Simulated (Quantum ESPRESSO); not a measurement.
# Au (Fm-3m) in Quantum ESPRESSO: equation of state

How stiff is Au in PBEsol, and what volume does it want? The cell is scaled to several volumes.

All numbers are computed with Quantum ESPRESSO 7.5; they aren't measurements. Logs are shortened: lines on timing, memory, paths and dates and some standing lists are left out, and cuts for length are marked.

**Measured values to compare with.**

From “Exploring toroidal anvil profiles for larger sample volumes above 4 Mbar”, 2024, pmc:11102561, for a bulk crystal of Au: bulk modulus 167 GPa.

The runs below are set against these values where they give the same quantity.

## Step 1: The crystal as given

It takes space group Fm-3m (No. 225, cubic). The conventional cell has a = 4.070 Å, b = 4.070 Å, c = 4.070 Å, α = 90.00°, β = 90.00°, γ = 90.00°. Au (site symmetry m-3m) is surrounded by 12 Au at 2.88 Å.

## Step 2: Single point, PBEsol, 15.84 Å³/atom

File pw.in:

```
&CONTROL
  calculation = 'scf'
  prefix = 'pwscf'
  outdir = './tmp'
  pseudo_dir = './pseudo'
  tprnfor = .true.
  tstress = .true.
  disk_io = 'nowf'
/
&SYSTEM
  ibrav = 0
  nat = 1
  ntyp = 1
  ecutwfc = 45
  ecutrho = 360
  nbnd = 11
  occupations = 'smearing'
  smearing = 'fd'
  degauss = 0.00367493
/
&ELECTRONS
  conv_thr = 2d-10
  electron_maxstep = 120
  mixing_beta = 0.5
/
ATOMIC_SPECIES
Au   196.9666 au_pbesol_v1.uspp.F.UPF
CELL_PARAMETERS angstrom
   0.0000000000    1.9934577312    1.9934577312
   1.9934577312    0.0000000000    1.9934577312
   1.9934577312    1.9934577312    0.0000000000
ATOMIC_POSITIONS crystal
Au     0.0000000000    0.0000000000    0.0000000000
K_POINTS automatic
11 11 11 0 0 0
```

Potentials or basis: GBRV 1.5 PBEsol.

Launch:

```console
> OMP_NUM_THREADS=1 mpirun -n 2 pw.x -nk 2 -in pw.in > pw.out
```

pw.out:

```text
This program is part of the open-source Quantum ESPRESSO suite
     for quantum simulation of materials; please cite
[... 13 lines left out ...]
     --------------------
     sticks:   dense  smooth     PW     G-vecs:    dense   smooth      PW
     Sum         703     349    121                12339     4285     869

     Using Slab Decomposition

     bravais-lattice index     =            0
     lattice parameter (alat)  =       5.3275  a.u.
     unit-cell volume          =     106.9172 (a.u.)^3
     number of atoms/cell      =            1
     number of atomic types    =            1
     number of electrons       =        11.00
     number of Kohn-Sham states=           11
     kinetic-energy cutoff     =      45.0000  Ry
     charge density cutoff     =     360.0000  Ry
     scf convergence threshold =      2.0E-10
     mixing beta               =       0.5000
     number of iterations used =            8  plain     mixing
     Exchange-correlation= SLA  PW   PSX  PSC
                           (   1   4  10   8   0   0   0)

     celldm(1)=   5.327469  celldm(2)=   0.000000  celldm(3)=   0.000000
     celldm(4)=   0.000000  celldm(5)=   0.000000  celldm(6)=   0.000000

     crystal axes: (cart. coord. in units of alat)
               a(1) = (   0.000000   0.707107   0.707107 )
               a(2) = (   0.707107   0.000000   0.707107 )
               a(3) = (   0.707107   0.707107   0.000000 )

     reciprocal axes: (cart. coord. in units 2 pi/alat)
               b(1) = ( -0.707107  0.707107  0.707107 )
               b(2) = (  0.707107 -0.707107  0.707107 )
               b(3) = (  0.707107  0.707107 -0.707107 )

     PseudoPot. # 1 for Au read from file:
     au_pbesol_v1.uspp.F.UPF
     Pseudo is Ultrasoft + core correction, Zval = 11.0
     Generated by new atomic code, or converted to UPF format
     Using radial grid of  985 points,  7 beta functions with:
                l(1) =   0
                l(2) =   0
                l(3) =   1
                l(4) =   1
                l(5) =   2
                l(6) =   2
                l(7) =   3
     Q(r) pseudized with  6 coefficients,  rinner =    1.900   1.900   1.900
                                                       1.900   1.900   1.900
                                                       1.900

     atomic species   valence    mass     pseudopotential
     Au               11.00   196.96660     Au( 1.00)

     48 Sym. Ops., with inversion, found

   Cartesian axes

     site n.     atom                  positions (alat units)
         1        Au     tau(   1) = (   0.0000000   0.0000000   0.0000000  )

     number of k points=    56  Fermi-Dirac smearing, width (Ry)=  0.0037
                       cart. coord. in units 2pi/alat
        k(    1) = (   0.0000000   0.0000000   0.0000000), wk =   0.0015026
        k(    2) = (   0.0642824   0.0642824  -0.0642824), wk =   0.0120210
        k(    3) = (   0.1285649   0.1285649  -0.1285649), wk =   0.0120210
        k(    4) = (   0.1928473   0.1928473  -0.1928473), wk =   0.0120210
        k(    5) = (   0.2571297   0.2571297  -0.2571297), wk =   0.0120210
        k(    6) = (   0.3214122   0.3214122  -0.3214122), wk =   0.0120210
[... 48 lines left out ...]
        k(   55) = (  -0.0642824  -0.4499770   0.7071068), wk =   0.0360631
        k(   56) = (   0.0000000  -0.3856946   0.6428243), wk =   0.0360631

     Dense  grid:    12339 G-vectors     FFT dimensions: (  36,  36,  36)

     Smooth grid:     4285 G-vectors     FFT dimensions: (  24,  24,  24)

     Initial potential from superposition of free atoms

     starting charge      10.9999, renormalised to      11.0000
     Starting wfcs are    9 randomized atomic wfcs +    2 random wfcs

     Self-consistent Calculation

     iteration #  1     ecut=    45.00 Ry     beta= 0.50
     Davidson diagonalization with overlap
     ethr =  1.00E-02,  avg # of iterations =  5.2

     Threshold (ethr) on eigenvalues was too large:
     Diagonalizing with lowered threshold

     Davidson diagonalization with overlap
     ethr =  6.49E-04,  avg # of iterations =  1.1

     total energy              =    -114.72966666 Ry
     estimated scf accuracy    <       0.07016529 Ry

     iteration #  2     ecut=    45.00 Ry     beta= 0.50
     Davidson diagonalization with overlap
     ethr =  6.38E-04,  avg # of iterations =  2.2

     total energy              =    -114.74673336 Ry
     estimated scf accuracy    <       0.00394959 Ry

     iteration #  3     ecut=    45.00 Ry     beta= 0.50
     Davidson diagonalization with overlap
     ethr =  3.59E-05,  avg # of iterations =  6.7

     total energy              =    -114.74739127 Ry
     estimated scf accuracy    <       0.00035398 Ry
[... 12 lines left out ...]
     total energy              =    -114.74741596 Ry
     estimated scf accuracy    <       0.00000022 Ry

     iteration #  6     ecut=    45.00 Ry     beta= 0.50
     Davidson diagonalization with overlap
     ethr =  1.97E-09,  avg # of iterations =  3.1

     total energy              =    -114.74741606 Ry
     estimated scf accuracy    <          2.6E-09 Ry

     iteration #  7     ecut=    45.00 Ry     beta= 0.50
     Davidson diagonalization with overlap
     ethr =  2.36E-11,  avg # of iterations =  3.4

     End of self-consistent calculation

          k = 0.0000 0.0000 0.0000 (   537 PWs)   bands (ev):

     6.4302  12.0484  12.0484  12.0484  13.7788  13.7788  31.5935  36.0419
    36.0419  36.0419  37.6526

          k = 0.0643 0.0643-0.0643 (   537 PWs)   bands (ev):

     6.7354  11.9424  12.1549  12.1549  13.7305  13.7305  31.9816  34.3906
    36.4323  36.4323  37.6295

          k = 0.1286 0.1286-0.1286 (   552 PWs)   bands (ev):

     7.5704  11.7651  12.3473  12.3473  13.7288  13.7288  31.2629  32.9013
    37.2832  37.2835  37.8254

          k = 0.1928 0.1928-0.1928 (   543 PWs)   bands (ev):

     8.5640  11.9984  12.3313  12.3313  14.0774  14.0774  27.8684  32.6803
    37.3628  37.3628  37.6304
[... 83 lines left out ...]
     9.8929  11.4823  12.7022  12.8048  15.0842  18.9680  20.5778  30.3164
    33.1078  33.2995  37.6565

          k =-0.1286-0.3857 0.3857 (   546 PWs)   bands (ev):

     9.9846  11.5825  12.6265  12.6794  14.5259  17.6787  22.6463  29.7485
    33.1998  34.8332  37.6496

          k =-0.0643-0.3214 0.3214 (   547 PWs)   bands (ev):

     9.9318  11.5978  11.9937  12.8055  13.7588  16.2429  25.9949  29.9354
    33.8451  37.1470  37.6534

          k = 0.0000-0.2571 0.2571 (   546 PWs)   bands (ev):

     9.1642  11.3402  12.2517  13.0302  13.0723  15.1215  28.9479  31.0750
    35.2281  36.7284  37.5770

          k = 0.3857 0.0000-0.0000 (   552 PWs)   bands (ev):

     9.2747  10.6018  12.8896  13.6703  13.6703  14.4989  31.7900  31.7900
    33.0056  34.5426  35.3887

          k = 0.4500 0.0643-0.0643 (   549 PWs)   bands (ev):

     9.7127  10.4100  12.8744  13.8621  14.8810  14.8815  28.5748  30.6698
    31.1556  35.0665  36.9484

          k = 0.5143 0.1286-0.1286 (   546 PWs)   bands (ev):

     9.9430  10.6240  12.6666  13.7050  15.2488  17.0240  24.8288  29.4483
    30.3462  35.0492  37.6423
[... 23 lines left out ...]
     9.6172   9.9900  14.1884  14.6071  15.2795  16.9628  25.5580  27.8106
    28.5404  35.4544  37.6355

          k =-0.0643-0.5785 0.5785 (   543 PWs)   bands (ev):

     9.8046  10.3001  13.5532  14.3533  15.2716  19.7124  22.8763  26.1737
    29.0714  35.7501  37.6533

          k =-0.0000-0.5143 0.5143 (   542 PWs)   bands (ev):

    10.1247  10.8775  12.7399  13.9516  14.9040  20.8020  22.5028  24.8838
    30.6397  35.1697  37.6521

          k = 0.6428-0.0000 0.0000 (   540 PWs)   bands (ev):

     9.3853   9.7523  15.0694  15.4055  15.4055  17.2481  24.3370  27.5305
    27.5305  35.0520  37.6526

          k =-0.0000-0.6428 0.6428 (   546 PWs)   bands (ev):

     9.4805   9.8391  14.8020  14.9228  15.4450  18.8135  23.2327  26.6648
    27.7286  35.7542  37.6488

          k = 0.2571 0.1286 0.0000 (   552 PWs)   bands (ev):

     8.2924  11.3220  12.4598  12.8108  13.2720  14.3098  31.3051  32.6774
    35.3473  36.1915  37.5737

          k = 0.3214 0.1928-0.0643 (   548 PWs)   bands (ev):

     9.2776  11.2871  12.1360  12.9062  13.7269  15.0579  28.2404  31.8561
    34.2207  36.6743  37.5905

          k = 0.3857 0.2571-0.1286 (   549 PWs)   bands (ev):

     9.7377  11.7908  12.0113  12.7397  14.5240  16.1939  24.6025  31.3588
    32.7976  35.9897  37.6754

          k =-0.2571-0.3857 0.5143 (   548 PWs)   bands (ev):

     9.7607  11.5853  12.5478  12.9661  14.9907  17.9242  21.3562  31.2904
    31.9668  34.6742  37.6480
[... 13 lines left out ...]
    10.2366  11.2083  12.0550  13.3305  15.0423  18.4068  22.6895  29.4988
    30.4159  35.5452  37.6643

          k =-0.1286-0.3857 0.5143 (   541 PWs)   bands (ev):

    10.3782  11.1962  12.2981  13.1467  14.9161  19.8482  21.1205  28.5686
    31.0079  35.3915  37.6546

          k =-0.0643-0.3214 0.4500 (   546 PWs)   bands (ev):

    10.5270  11.3529  11.7344  13.2510  14.4060  17.7896  24.1995  28.0854
    32.1446  36.2394  37.6478

          k = 0.0000-0.2571 0.3857 (   541 PWs)   bands (ev):

    10.2431  11.1337  11.7311  13.3916  13.7061  16.2919  26.9598  28.9990
    33.2283  37.4650  37.6174

          k = 0.5143 0.1286 0.0000 (   545 PWs)   bands (ev):

     9.8892  10.2609  12.9994  14.5788  14.6576  16.4076  26.8639  28.5372
    29.6179  36.3750  37.3917

          k =-0.1286-0.5143 0.6428 (   543 PWs)   bands (ev):

    10.0657  10.4890  12.7437  14.2091  15.1685  18.6238  24.0524  27.3574
    28.7854  36.6786  37.6483

          k =-0.0643-0.4500 0.5785 (   542 PWs)   bands (ev):

    10.3098  10.9333  12.3631  13.7817  15.0987  20.9960  21.8904  25.9389
    29.5063  36.4033  37.6517

          k = 0.0000-0.3857 0.5143 (   544 PWs)   bands (ev):

    10.6892  11.2631  11.7666  13.5410  14.6858  19.3907  24.6803  24.7138
    30.9301  36.2699  37.6518

          k =-0.0643-0.5785 0.7071 (   539 PWs)   bands (ev):

     9.6650   9.9870  14.0325  14.7815  15.4048  18.7473  23.8553  26.9956
    27.4674  36.6234  37.6774

          k =-0.0000-0.5143 0.6428 (   540 PWs)   bands (ev):

     9.9356  10.3430  13.3013  14.3082  15.3981  20.8794  22.3900  25.6259
    28.0147  37.0787  37.6525

          k =-0.1928-0.4500 0.7071 (   545 PWs)   bands (ev):

    10.6612  10.8584  11.6648  13.9603  14.6492  18.0475  25.2629  26.8888
    30.1015  37.5306  37.6474

          k =-0.1286-0.3857 0.6428 (   544 PWs)   bands (ev):

    10.7694  11.0396  11.7065  13.6316  15.0663  20.1010  22.9100  26.4585
    28.9352  37.4850  37.6485

          k =-0.0643-0.4500 0.7071 (   543 PWs)   bands (ev):

    10.3300  10.6835  12.3982  13.9752  15.4025  20.6597  23.4612  25.4727
    27.4389  37.6127  37.6493

          k = 0.0000-0.3857 0.6428 (   535 PWs)   bands (ev):

    10.5653  11.1690  11.8140  13.6260  15.3986  21.6590  23.2851  24.3640
    27.6470  37.6148  37.6516

     the Fermi energy is    17.0983 ev

!    total energy              =    -114.74741606 Ry
     estimated scf accuracy    <          1.7E-10 Ry
     smearing contrib. (-TS)   =      -0.00017850 Ry
     internal energy E=F+TS    =    -114.74723756 Ry

     The total energy is F=E-TS. E is the sum of the following terms:
     one-electron contribution =      13.20556440 Ry
     hartree contribution      =       7.73317205 Ry
     xc contribution           =     -62.05242189 Ry
     ewald contribution        =     -73.63355212 Ry

     convergence has been achieved in   7 iterations

     Forces acting on atoms (cartesian axes, Ry/au):

     atom    1 type  1   force =     0.00000000    0.00000000    0.00000000

     Total force =     0.000000     Total SCF correction =     0.000000

     Computing stress (Cartesian axis) and pressure

          total   stress  (Ry/bohr**3)                   (kbar)     P=      147.43
   0.00100223  -0.00000000   0.00000000          147.43       -0.00        0.00
   0.00000000   0.00100223   0.00000000            0.00      147.43        0.00
   0.00000000   0.00000000   0.00100223            0.00        0.00      147.43

=------------------------------------------------------------------------------=
   JOB DONE.
=------------------------------------------------------------------------------=
```

It took 4.6 s on 2 MPI ranks of Arm Neoverse V1, shared host; peak memory 0.16 GiB.

Results:

```yaml
Free_energy: -1561.2181 eV
Pressure: 14.7 GPa
Band_gap_on_the_k_mesh: none (metal or under the smearing width)
```

## Step 3: Single point, PBEsol, 16.18 Å³/atom

pw.in: that of step 2 with these lines changed.

```diff
@@ -28,5 +28,5 @@
 CELL_PARAMETERS angstrom
-   0.0000000000    1.9934577312    1.9934577312
-   1.9934577312    0.0000000000    1.9934577312
-   1.9934577312    1.9934577312    0.0000000000
+   0.0000000000    2.0074966285    2.0074966285
+   2.0074966285    0.0000000000    2.0074966285
+   2.0074966285    2.0074966285    0.0000000000
 ATOMIC_POSITIONS crystal
```

Potentials or basis: GBRV 1.5 PBEsol.

Launch:

```console
> OMP_NUM_THREADS=1 mpirun -n 2 pw.x -nk 2 -in pw.in > pw.out
```

Wall time 4.7 s (2 MPI ranks of Arm Neoverse V1, shared host); peak memory 0.16 GiB.

The run converged. Its results:

| Property | Result |
| --- | --- |
| Free energy | -1561.2438 eV |
| Pressure | 9.6 GPa |
| Band gap on the k mesh | none (metal or under the smearing width) |

## Step 4: Single point, PBEsol, 16.52 Å³/atom

pw.in: that of step 3 with these lines changed.

```diff
@@ -28,5 +28,5 @@
 CELL_PARAMETERS angstrom
-   0.0000000000    2.0074966285    2.0074966285
-   2.0074966285    0.0000000000    2.0074966285
-   2.0074966285    2.0074966285    0.0000000000
+   0.0000000000    2.0213418704    2.0213418704
+   2.0213418704    0.0000000000    2.0213418704
+   2.0213418704    2.0213418704    0.0000000000
 ATOMIC_POSITIONS crystal
```

Launch:

```console
> OMP_NUM_THREADS=1 mpirun -n 2 pw.x -nk 2 -in pw.in > pw.out
```

Wall time 5.4 s (2 MPI ranks of Arm Neoverse V1, shared host); peak memory 0.18 GiB.

Results (log left out):

```
Free energy            : -1561.2594 eV
Pressure               : 5.1 GPa
Band gap on the k mesh : none (metal or under the smearing width)
```

## Step 5: Single point, PBEsol, 16.85 Å³/atom

pw.in: that of step 4 with these lines changed.

```diff
@@ -28,5 +28,5 @@
 CELL_PARAMETERS angstrom
-   0.0000000000    2.0213418704    2.0213418704
-   2.0213418704    0.0000000000    2.0213418704
-   2.0213418704    2.0213418704    0.0000000000
+   0.0000000000    2.0350000000    2.0350000000
+   2.0350000000    0.0000000000    2.0350000000
+   2.0350000000    2.0350000000    0.0000000000
 ATOMIC_POSITIONS crystal
```

Launch:

```console
> OMP_NUM_THREADS=1 mpirun -n 2 pw.x -nk 2 -in pw.in > pw.out
```

Run time: 5 s. Hardware: 2 MPI ranks of Arm Neoverse V1, shared host; peak memory 0.18 GiB.

Results (log left out):

```yaml
Free_energy: -1561.2662 eV
Pressure: 1.2 GPa
Band_gap_on_the_k_mesh: none (metal or under the smearing width)
```

## Step 6: Single point, PBEsol, 17.19 Å³/atom

pw.in: that of step 5 with these lines changed.

```diff
@@ -28,5 +28,5 @@
 CELL_PARAMETERS angstrom
-   0.0000000000    2.0350000000    2.0350000000
-   2.0350000000    0.0000000000    2.0350000000
-   2.0350000000    2.0350000000    0.0000000000
+   0.0000000000    2.0484772140    2.0484772140
+   2.0484772140    0.0000000000    2.0484772140
+   2.0484772140    2.0484772140    0.0000000000
 ATOMIC_POSITIONS crystal
```

Potentials or basis: GBRV 1.5 PBEsol.

Launch:

```console
> OMP_NUM_THREADS=1 mpirun -n 2 pw.x -nk 2 -in pw.in > pw.out
```

Run time: 5.5 s. Hardware: 2 MPI ranks of Arm Neoverse V1, shared host; peak memory 0.18 GiB.

Results (log left out):

```
Free energy            : -1561.2651 eV
Pressure               : -2.3 GPa
Band gap on the k mesh : none (metal or under the smearing width)
```

## Step 7: Single point, PBEsol, 17.53 Å³/atom

pw.in: that of step 6 with these lines changed.

```diff
@@ -28,5 +28,5 @@
 CELL_PARAMETERS angstrom
-   0.0000000000    2.0484772140    2.0484772140
-   2.0484772140    0.0000000000    2.0484772140
-   2.0484772140    2.0484772140    0.0000000000
+   0.0000000000    2.0617793868    2.0617793868
+   2.0617793868    0.0000000000    2.0617793868
+   2.0617793868    2.0617793868    0.0000000000
 ATOMIC_POSITIONS crystal
```

Launch:

```console
> OMP_NUM_THREADS=1 mpirun -n 2 pw.x -nk 2 -in pw.in > pw.out
```

It took 5.5 s on 2 MPI ranks of Arm Neoverse V1, shared host; peak memory 0.18 GiB.

The run converged. Its results:

| Property | Result |
| --- | --- |
| Free energy | -1561.2573 eV |
| Pressure | -5.3 GPa |
| Band gap on the k mesh | none (metal or under the smearing width) |

## Step 8: Single point, PBEsol, 17.87 Å³/atom

pw.in: that of step 7 with these lines changed.

```diff
@@ -28,5 +28,5 @@
 CELL_PARAMETERS angstrom
-   0.0000000000    2.0617793868    2.0617793868
-   2.0617793868    0.0000000000    2.0617793868
-   2.0617793868    2.0617793868    0.0000000000
+   0.0000000000    2.0749120936    2.0749120936
+   2.0749120936    0.0000000000    2.0749120936
+   2.0749120936    2.0749120936    0.0000000000
 ATOMIC_POSITIONS crystal
```

Launch:

```console
> OMP_NUM_THREADS=1 mpirun -n 2 pw.x -nk 2 -in pw.in > pw.out
```

It took 5.6 s on 2 MPI ranks of Arm Neoverse V1, shared host; peak memory 0.18 GiB.

Results (log left out):

```yaml
Free_energy: -1561.2436 eV
Pressure: -7.9 GPa
Band_gap_on_the_k_mesh: none (metal or under the smearing width)
```

## Step 9: Equation of state, PBEsol

Potentials or basis: GBRV 1.5 PBEsol.

This step only gathers the single runs of the series.

What came out:

```yaml
Equilibrium_volume: 16.97 Å³/atom
Bulk_modulus: 177 GPa
Pressure_derivative_of_the_bulk_modulus: 5.7
```

Energy against volume, from the lowest point:
```
volume (Å³/atom)  energy (meV/atom)
          15.843              48.02
          16.181              22.33
          16.518               6.73
          16.855               0.00
          17.192               1.01
          17.529               8.83
          17.866              22.58
```

## Step 10: Comparison with measurements

Step 9. A measured bulk modulus of Au is 167 GPa (quoted in “Exploring toroidal anvil profiles for larger sample volumes above 4 Mbar”, 2024, pmc:11102561); the calculated 177 GPa misses it by +5.9 %. The fit is for a static lattice scaled at fixed shape and fixed fractional positions.
